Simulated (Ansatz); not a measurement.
**InP: strong compression**

One table from this session's results is given with a row withheld; the runs are named, their logs left out.

Computed with Ansatz 0.2.0 (DFT PBE, with the methods named in each step, unless a step's input says otherwise).

## The structure to begin with

Symmetry: Fm-3m, No. 225, cubic system. Conventional cell: a = 5.142 Å, b = 5.142 Å, c = 5.142 Å, α = 90.00°, β = 90.00°, γ = 90.00°. In (site symmetry m-3m) has 6 P at 2.57 Å as nearest neighbours. Around P (site symmetry m-3m) lie 6 In at 2.57 Å.

Structure file:

```
In P
1.0
     0.00000    2.57080    2.57080
     2.57080    0.00000    2.57080
     2.57080    2.57080    0.00000
In P
1 1
Cartesian
  0.0000 0.0000 0.0000
  2.5708 2.5708 2.5708
```

Whether this phase is the stable one at these pressures isn't tested.

Atoms are numbered in the order of the input: In1, P2.

The first run:

File input.yaml:

```yaml
crystal:
  lattice:
    - [0.0, 2.5708039839, 2.5708039839]
    - [2.5708039839, 0.0, 2.5708039839]
    - [2.5708039839, 2.5708039839, 0.0]
  atoms:
    - { symbol: In, position: [0.0, 0.0, 0.0] }
    - { symbol: P, position: [0.5, 0.5, 0.5] }
kpoints:
  mp_grid: { grid: [13, 13, 13] }
scf:
  occupations: { method: fermi_dirac, width: 0.05 }
hamiltonian:
  xc: pbe
  pseudopotentials: { kind: paw }
output:
  forces: true
  stress: true
relax:
  f_tol: 0.005
  max_steps: 40
  cell: {}
```

Launch:

```
> ansatz run input.yaml --threads 1 --pin off --max-ram 2048MiB --backend cpu --events-out ev --progress --plain --runs-dir out
```

Steps of the session up to this table: Cell relaxed at zero pressure, PAW; Volume scaled by 1, PAW; Volume scaled by 0.94, PAW; Volume scaled by 0.88, PAW; Volume scaled by 0.8, PAW; Volume scaled by 0.72, PAW; Volume scaled by 0.64, PAW; Volume scaled by 0.55, PAW; Volume scaled by 0.55, PAW (source ansatz).

One of the session's tables, all rows but one given; the rest of the session is left out.

| method | volume over the first | volume (Å³/atom) | pressure (GPa) |
| --- | --- | --- | --- |
| PAW | 1 | 21.245 | 0.00 |
| PAW | 0.94 | 19.971 | 5.29 |
| PAW | 0.88 | 18.696 | 12.81 |
| PAW | 0.8 | 16.996 | 28.02 |
| PAW | 0.72 | ? | ? |
| PAW | 0.64 | 13.597 | 93.68 |
| PAW | 0.55 | 11.685 | 176.10 |
| PAW (source ansatz) | 0.55 | 11.685 | 176.12 |

Q: Estimate the row for PAW, 0.72 from the others.

As computed: volume (Å³/atom): 15.297; pressure (GPa): 52.69. In the column «volume (Å³/atom)» it lies between PAW, 0.64 (13.597) and PAW, 0.8 (16.996).
